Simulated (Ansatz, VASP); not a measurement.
## CdSe in VASP and in Ansatz

Contents of INCAR:

```
PREC = Accurate ; ENCUT = 520
EDIFF = 1E-7 ; ISMEAR = 0
SIGMA = 0.02 ; LREAL = F
LASPH = T ; NELM = 100
ALGO = Normal ; ISIF = 2
LWAVE = F ; LCHARG = T
GGA = PE ; LELF = T
LVHAR = T ; NBANDS = 16
```

KPOINTS

```
regular mesh
0
Gamma
  10 10 10
```

POSCAR

```
CdSe
1.0
    0.0000000000      3.0980848333      3.0980848333
    3.0980848333      0.0000000000      3.0980848333
    3.0980848333      3.0980848333      0.0000000000
Cd Se
1 1
Direct
    0.0000000000      0.0000000000      0.0000000000
    0.7500000000      0.7500000000      0.7500000000
```

Input for Ansatz:

```yaml
crystal:
  lattice:
    - [0.0, 3.0980848333, 3.0980848333]
    - [3.0980848333, 0.0, 3.0980848333]
    - [3.0980848333, 3.0980848333, 0.0]
  atoms:
    - { symbol: Cd, position: [0.0, 0.0, 0.0] }
    - { symbol: Se, position: [0.75, 0.75, 0.75] }
basis: {}
kpoints:
  mp_grid: { grid: [10, 10, 10] }
  band_path:
    path:
      - [[0.0, 0.0, 0.0], [-0.5, -0.5, 0.0], [-0.375, -0.375, 0.25]]
      - [[-0.375, 0.0, 0.375], [0.0, 0.0, 0.0], [0.0, 0.0, 0.5], [-0.5, -0.25, 0.25], [-0.5, -0.5, 0.0]]
    npoints: 10
hamiltonian:
  xc: pbe
  pseudopotentials: { kind: nc }
scf:
  occupations: { method: gaussian, width: 0.02 }
  n_extra_bands: 7
output:
  forces: true
  stress: true
  eigenvalues: true
```

Alike in both runs: task single point; functional PBE; k mesh 10 × 10 × 10; occupations gaussian, width 0.02 eV; no spin polarisation.

|  | VASP | Ansatz |
| --- | --- | --- |
| version | VASP 6.6.1 | Ansatz 0.2.0 |
| potentials or method | VASP PAW PBE potentials, release 64 (Cd, Se) | scalar-relativistic, plane waves, norm-conserving pseudopotentials |
| plane-wave cutoff (eV) | 520 | 1170 |
| valence electrons in the cell | 18 | 36 |

Ansatz gave:

```
gap on the k mesh at the Fermi level (eV) : 0.49
least direct gap on the mesh (eV)         : 0.49
pressure (GPa)                            : 0.0
```

Problem. Estimate VASP's values.

Solution. gap on the k mesh at the Fermi level (eV): 0.49; least direct gap on the mesh (eV): 0.49; pressure (GPa): 0.2.

The two sets of potentials don't hold the same shells in valence.

As with any semilocal functional, this PBE gap is likely too small.
